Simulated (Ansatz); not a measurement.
Starting cell, CaF2 (fluorite):

```
CELL_PARAMETERS angstrom
      0.00000     5.43914     5.43914
      2.71957     0.00000     2.71957
      2.71957     2.71957     0.00000
ATOMIC_POSITIONS crystal
  Ca 0.00000 0.00000 0.00000
  Ca 0.50000 0.00000 0.00000
  F  0.12500 0.25000 0.25000
  F  0.62500 0.25000 0.25000
  F  0.37500 0.75000 0.75000
  F  0.87500 0.75000 0.75000
```

A phonon eigenvector at L = (0.5, 0.0, 0.0) is frozen into this cell: atom i moves by Q times the vector below, so Q is the largest atomic displacement, in Å. The cell is held. It is one choice among 2 degenerate patterns. (q is in reciprocal vectors of the primitive cell; the cell shown is doubled to hold the pattern.)

```json
[
 {"atom": "Ca1", "x": "-0.156", "y": "0.285", "z": "-0.442"},
 {"atom": "Ca2", "x": "0.156", "y": "-0.285", "z": "0.442"},
 {"atom": "F3", "x": "0.285", "y": "-0.520", "z": "0.805"},
 {"atom": "F4", "x": "-0.285", "y": "0.520", "z": "-0.805"},
 {"atom": "F5", "x": "-0.285", "y": "0.520", "z": "-0.805"},
 {"atom": "F6", "x": "0.285", "y": "-0.520", "z": "0.805"}
]
```

Computed with r2SCAN (plane waves to 500 eV, PAW, scalar-relativistic; Ansatz, a quantum-chemistry and plane-wave program). k mesh 11×11×11 (Γ-centred), Fermi-Dirac smearing 0.05 eV. The energy includes the smearing's −TS. Stress and pressure are positive under compression. CaF2 was relaxed with its symmetry unable to fall. The zero of ΔE is the undisplaced structure.

Question: What ΔE (eV/cell) and P (GPa) does the calculation give at Q (Å) = -0.100, -0.083, -0.067, -0.050, -0.033, 0.050, 0.067, 0.100?

Answer: 
```csv
Q (Å),ΔE (eV/cell),P (GPa)
-0.100,0.1554,1.27
-0.083,0.1070,0.88
-0.067,0.0680,0.56
-0.050,0.0380,0.32
-0.033,0.0168,0.14
0.050,0.0380,0.32
0.067,0.0680,0.56
0.100,0.1554,1.27
```

(For displaced atoms, the force is minus the slope of the energy, and its curvature is a force constant, which sets phonon frequencies.)
